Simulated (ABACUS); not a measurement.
## HfB2 in ABACUS: convergence with radius

HfB2:

```xyz
3
Lattice="3.1400 0.0000 0.0000 -1.5700 2.7193 0.0000 0.0000 0.0000 3.4800" Properties=species:S:1:pos:R:3 pbc="T T T"
Hf    0.0000    0.0000    0.0000
B     1.5700    0.9064    1.7400
B     0.0000    1.8129    1.7400
```

- Program: ABACUS 3.10.1
- Task: convergence study
- Functional: PBEsol
- Potentials or basis: PseudoDojo NC SR 0.5 PBE stringent
- Cutoff: 1796 eV
- Density cutoff: 7184 eV
- Basis: TZDP LCAO (the cutoffs set its grid)
- k mesh: 9 × 9 × 7
- Occupations: methfessel-paxton, width 0.1 eV
- Spin: no spin polarisation

These are the settings of the first run; the series varies radius, with any setting tied to it.

Hardware: 4 MPI ranks on Intel(R) Xeon(R) 6975P-C (Granite Rapids) (shared host).

```tsv
radius	energy less the tightest run, at zero smearing (meV/atom)	pressure (GPa)	SCF cycles	CPU time (s)
4.5 bohr	793.44	-9.88	9	36
5 bohr	-7.07	-3.95	8	35
6 bohr	227.89	-4.13	9	58
7 bohr	434.09	-4.20	9	90
8 bohr	633.37	-4.07	9	160
9 bohr	-118.95	-4.16	9	280
10 bohr	0.00	-3.99	9	490
```

Not settled before the last step: the energy (to 1 meV/atom), the pressure (to 0.1 GPa). The tightest run that finished is the yardstick and may itself not be fully converged.

Caveat, for the tightest run too: the atomic orbitals were generated for these runs and aren't a published set; the potentials were made for another functional, which shifts forces and pressure; the basis of atomic orbitals isn't converged, which shifts pressures, moduli and gaps. The run has no spin-orbit coupling, so splittings on Hf are missing.
